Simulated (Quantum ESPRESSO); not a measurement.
# EuS (Fm-3m) in Quantum ESPRESSO: reference runs

Reference runs on EuS: the cell as given.

All numbers are computed with Quantum ESPRESSO 7.5; they aren't measurements. Logs are shortened: lines on timing, memory, paths and dates and some standing lists are left out, and cuts for length are marked.

**Experimental background.**

From “Crystal-field mediated electronic transitions of EuS up to 35 GPa”, 2022, pmc:8786971, for a powder of EuS at 300 K: band gap 1.72 eV (optical).

How close the calculation comes is told below.

### Step 1. Starting point

It takes space group Fm-3m (No. 225, cubic). Conventional cell: a = 5.957 Å, b = 5.957 Å, c = 5.957 Å, α = 90.00°, β = 90.00°, γ = 90.00°. Eu (site symmetry m-3m) has 6 S at 2.98 Å as nearest neighbours. Around S (site symmetry m-3m) lie 6 Eu at 2.98 Å.

### Step 2. Single point, PBEsol, collinear spin, ferromagnetic start

pw.in

```
&CONTROL
  calculation = 'scf'
  prefix = 'pwscf'
  outdir = './tmp'
  pseudo_dir = './pseudo'
  tprnfor = .true.
  tstress = .true.
  disk_io = 'low'
/
&SYSTEM
  ibrav = 0
  nat = 2
  ntyp = 2
  ecutwfc = 55
  ecutrho = 440
  nbnd = 21
  input_dft = 'pbesol'
  occupations = 'smearing'
  smearing = 'fd'
  degauss = 0.00367493
  nspin = 2
  starting_magnetization(1) = 0.4118
  starting_magnetization(2) = 0
/
&ELECTRONS
  conv_thr = 4d-10
  electron_maxstep = 120
  mixing_beta = 0.3
/
ATOMIC_SPECIES
Eu   151.9640 Eu.paw.z_17.atompaw.wentzcovitch.v1.2.upf
S     32.0600 s_pbe_v1.4.uspp.F.UPF
CELL_PARAMETERS angstrom
   0.0000000000    2.9785000000    2.9785000000
   2.9785000000    0.0000000000    2.9785000000
   2.9785000000    2.9785000000    0.0000000000
ATOMIC_POSITIONS crystal
Eu     0.0000000000    0.0000000000    0.0000000000
S      0.5000000000    0.5000000000    0.5000000000
K_POINTS automatic
8 8 8 0 0 0
```

pp_density.in

```
&INPUTPP
  prefix = 'pwscf'
  outdir = './tmp'
  filplot = 'density.dat'
  plot_num = 0
/
&PLOT
  nfile = 1
  filepp(1) = 'density.dat'
  iflag = 3
  output_format = 6
  fileout = 'density.cube'
/
```

pp_potential.in

```
&INPUTPP
  prefix = 'pwscf'
  outdir = './tmp'
  filplot = 'potential.dat'
  plot_num = 11
/
&PLOT
  nfile = 1
  filepp(1) = 'potential.dat'
  iflag = 3
  output_format = 6
  fileout = 'potential.cube'
/
```

pp_spin.in

```
&INPUTPP
  prefix = 'pwscf'
  outdir = './tmp'
  filplot = 'spin.dat'
  plot_num = 6
/
&PLOT
  nfile = 1
  filepp(1) = 'spin.dat'
  iflag = 3
  output_format = 6
  fileout = 'spin.cube'
/
```

Potentials or basis: SSSP 1.3 efficiency PBE.

The run is started by

```bash
$ OMP_NUM_THREADS=1 mpirun -n 2 pw.x -nk 2 -in pw.in > pw.out
$ OMP_NUM_THREADS=1 mpirun -n 1 pp.x -in pp_density.in > pp_density.out
$ OMP_NUM_THREADS=1 mpirun -n 1 pp.x -in pp_potential.in > pp_potential.out
$ OMP_NUM_THREADS=1 mpirun -n 1 pp.x -in pp_spin.in > pp_spin.out
```

pw.out:

```text
This program is part of the open-source Quantum ESPRESSO suite
     for quantum simulation of materials; please cite
         "P. Giannozzi et al., J. Phys.:Condens. Matter 21 395502 (2009);
         "P. Giannozzi et al., J. Phys.:Condens. Matter 29 465901 (2017);
         "P. Giannozzi et al., J. Chem. Phys. 152 154105 (2020);
     in publications or presentations arising from this work. More details at

     file Eu.paw.z_17.atompaw.wentzcovitch.v1.2.upf: wavefunction(s)  6S 0P 5D 0D 4F 0F renormalized

     IMPORTANT: XC functional enforced from input :
     Exchange-correlation= PBESOL
                           (   1   4  10   8   0   0   0)
     Any further DFT definition will be discarded
     Please, verify this is what you really want

     Message from routine setup:
     using ibrav=0 with symmetry is DISCOURAGED, use correct ibrav instead

     K-points division:     npool     =       2
     Subspace diagonalization in iterative solution of the eigenvalue problem:
     a serial algorithm will be used

     G-vector sticks info
     --------------------
     sticks:   dense  smooth     PW     G-vecs:    dense   smooth      PW
     Sum        1921     955    295                55657    19603    3287

     Using Slab Decomposition

     bravais-lattice index     =            0
     lattice parameter (alat)  =       7.9600  a.u.
     unit-cell volume          =     356.6313 (a.u.)^3
     number of atoms/cell      =            2
     number of atomic types    =            2
     number of electrons       =        23.00
     number of Kohn-Sham states=           21
     kinetic-energy cutoff     =      55.0000  Ry
     charge density cutoff     =     440.0000  Ry
     scf convergence threshold =      4.0E-10
     mixing beta               =       0.3000
     number of iterations used =            8  plain     mixing
     Exchange-correlation= PBESOL
                           (   1   4  10   8   0   0   0)

     celldm(1)=   7.959971  celldm(2)=   0.000000  celldm(3)=   0.000000
     celldm(4)=   0.000000  celldm(5)=   0.000000  celldm(6)=   0.000000

     crystal axes: (cart. coord. in units of alat)
               a(1) = (   0.000000   0.707107   0.707107 )
               a(2) = (   0.707107   0.000000   0.707107 )
               a(3) = (   0.707107   0.707107   0.000000 )

     reciprocal axes: (cart. coord. in units 2 pi/alat)
               b(1) = ( -0.707107  0.707107  0.707107 )
               b(2) = (  0.707107 -0.707107  0.707107 )
               b(3) = (  0.707107  0.707107 -0.707107 )

     PseudoPot. # 1 for Eu read from file:
     Eu.paw.z_17.atompaw.wentzcovitch.v1.2.upf
     Pseudo is Projector augmented-wave + core cor, Zval = 17.0
     Generated using ATOMPAW code
     Shape of augmentation charge: BESSEL
     Using radial grid of 1109 points,  8 beta functions with:
                l(1) =   0
                l(2) =   0
                l(3) =   1
                l(4) =   1
                l(5) =   2
                l(6) =   2
                l(7) =   3
                l(8) =   3
     Q(r) pseudized with 0 coefficients

     PseudoPot. # 2 for S  read from file:
     s_pbe_v1.4.uspp.F.UPF
     Pseudo is Ultrasoft + core correction, Zval =  6.0
     Generated by new atomic code, or converted to UPF format
[... 71 lines left out ...]
     Checking if some PAW data can be deallocated...

     Self-consistent Calculation

     iteration #  1     ecut=    55.00 Ry     beta= 0.30
     Davidson diagonalization with overlap
     ethr =  1.00E-02,  avg # of iterations =  2.9

     total energy              =    -659.19728260 Ry
     estimated scf accuracy    <       0.54458434 Ry
[... 51 lines left out ...]
     total magnetization       =     6.96 Bohr mag/cell
     absolute magnetization    =     7.10 Bohr mag/cell

     iteration #  7     ecut=    55.00 Ry     beta= 0.30
     Davidson diagonalization with overlap
     c_bands:  1 eigenvalues not converged
     ethr =  1.26E-06,  avg # of iterations =  8.0

     total energy              =    -659.38896314 Ry
     estimated scf accuracy    <       0.00035072 Ry

     total magnetization       =     6.96 Bohr mag/cell
     absolute magnetization    =     7.10 Bohr mag/cell
[... 91 lines left out ...]
     iteration # 17     ecut=    55.00 Ry     beta= 0.30
     Davidson diagonalization with overlap
     ethr =  1.79E-12,  avg # of iterations =  3.2

     Magnetic moment per site  (integrated on atomic sphere of radius R)
     atom   1 (R=0.292)  charge= 14.6012  magn=  6.7097
     atom   2 (R=0.292)  charge=  5.4694  magn= -0.0614

     End of self-consistent calculation

 ------ SPIN UP ------------

          k = 0.0000 0.0000 0.0000 (  2445 PWs)   bands (ev):

   -31.3595 -10.0486 -10.0486 -10.0486  -3.1663   7.5621   7.5621   7.5621
     9.8862  10.0560  10.0560  10.0560  10.3857  10.3857  10.3857  10.9583
    11.2538  11.2538  11.2538  12.1250  12.1250
[... 153 lines left out ...]
   -31.3437 -10.2614 -10.1950 -10.1126  -2.5219   5.7222   6.5379   6.5552
     9.9002   9.9005   9.9620   9.9854  10.0159  10.0426  10.0624  12.2645
    12.4254  13.7099  14.3057  15.1361  17.0278

          k =-0.7071 0.1768-0.0000 (  2444 PWs)   bands (ev):

   -31.3426 -10.2615 -10.1621 -10.1533  -2.6779   6.3012   6.6485   6.8777
     9.7163   9.9444   9.9697   9.9895   9.9998  10.0374  10.1325  10.6279
    13.4706  13.9395  14.4614  14.8006  14.8670

          k =-0.7071 0.3536 0.0000 (  2468 PWs)   bands (ev):

   -31.3425 -10.2120 -10.2120 -10.1652  -2.5845   6.1929   6.4929   6.4929
     9.8964   9.8964   9.9787   9.9787  10.0176  10.0371  10.0690  12.1326
    12.1326  13.7445  14.1327  14.8762  17.3704

 ------ SPIN DOWN ----------

          k = 0.0000 0.0000 0.0000 (  2445 PWs)   bands (ev):

   -28.3445  -7.7730  -7.7730  -7.7730  -3.1554   7.7292   7.7292   7.7292
    11.5747  12.0445  12.0445  12.0445  12.9214  12.9214  14.1514  14.7465
    14.7465  14.7465  14.9041  14.9041  14.9041
[... 153 lines left out ...]
   -28.3227  -8.0895  -7.9686  -7.8585  -2.4837   5.9552   6.7124   6.7880
    12.5626  12.7969  14.1562  14.3274  14.5414  14.6519  14.6906  14.8507
    14.9388  15.0055  15.6003  16.0912  17.9298

          k =-0.7071 0.1768-0.0000 (  2444 PWs)   bands (ev):

   -28.3211  -8.0575  -7.9246  -7.9243  -2.6942   6.5827   6.8176   7.0968
    10.7912  14.0398  14.2074  14.4878  14.4897  14.5567  14.6911  14.7921
    14.8574  15.3404  15.4594  15.6636  16.1401

          k =-0.7071 0.3536 0.0000 (  2468 PWs)   bands (ev):

   -28.3211  -7.9913  -7.9913  -7.9521  -2.5735   6.3522   6.7515   6.7515
    12.4395  12.4395  14.3215  14.4619  14.5211  14.5211  14.6890  14.9203
    14.9269  14.9269  15.2329  16.1547  18.2541

     the Fermi energy is    10.3213 ev

!    total energy              =    -659.38912382 Ry
     estimated scf accuracy    <          1.2E-10 Ry
     smearing contrib. (-TS)   =      -0.00094442 Ry
     internal energy E=F+TS    =    -659.38817940 Ry

     The total energy is F=E-TS. E is the sum of the following terms:
     one-electron contribution =     -87.73489083 Ry
     hartree contribution      =      59.56492961 Ry
     xc contribution           =     -29.49334378 Ry
     ewald contribution        =    -152.11607848 Ry
     one-center paw contrib.   =    -449.60879591 Ry

     total magnetization       =     6.97 Bohr mag/cell
     absolute magnetization    =     7.10 Bohr mag/cell

     convergence has been achieved in  17 iterations

     Forces acting on atoms (cartesian axes, Ry/au):

     atom    1 type  1   force =     0.00000000    0.00000000    0.00000000
     atom    2 type  2   force =     0.00000000    0.00000000    0.00000000

     Total force =     0.000000     Total SCF correction =     0.000000

     Computing stress (Cartesian axis) and pressure

          total   stress  (Ry/bohr**3)                   (kbar)     P=      -60.69
  -0.00041255  -0.00000000  -0.00000000          -60.69       -0.00       -0.00
  -0.00000000  -0.00041255  -0.00000000           -0.00      -60.69       -0.00
  -0.00000000  -0.00000000  -0.00041255           -0.00       -0.00      -60.69

=------------------------------------------------------------------------------=
   JOB DONE.
=------------------------------------------------------------------------------=
```

It took 2.8 min on 2 MPI ranks of Intel Xeon Platinum 8375C at 2.90GHz (Ice Lake), shared host; peak memory 0.72 GiB.

What came out:

```yaml
Free_energy: -8971.4461 eV
Pressure: -6.1 GPa
Band_gap_on_the_k_mesh: none (metal or under the smearing width)
Net_moment: 6.97 μB per cell
Absolute_moment: 7.10 μB per cell
Site_moments: Eu +6.71; S -0.06 μB
Valence_electrons_inside_the_program's_atomic_spheres: Eu 14.60; S 5.47
```

Caveat: the potentials were made for another functional, which shifts forces and pressure; spin-orbit coupling is left out, which moves the levels of the heavy elements; a cell with one magnetic atom can't hold antiferromagnetic order, which such compounds often take; without U or exact exchange the open f shell lies at the Fermi level, which spoils levels, moments and volumes. The state reached can hang on the start; a lower one may exist.

### Step 3. How close it comes

Step 2. Measured gap of EuS: 1.72 eV (optical; 300 K; powder; “Crystal-field mediated electronic transitions of EuS up to 35 GPa”, 2022, pmc:8786971). This calculation gives 0.00 eV (-1.72 eV). So large a miss can be the level of theory's own, or it may mean another phase, state or a wrong row. Spin-orbit coupling on Eu is left out. The value is that of PBEsol on a finite k mesh, which can miss the band edges, without temperature or zero-point motion. Semilocal functionals fall short of measured gaps as a rule. The run's magnetic order (collinear spin, ferromagnetic start) needn't be the measured crystal's.
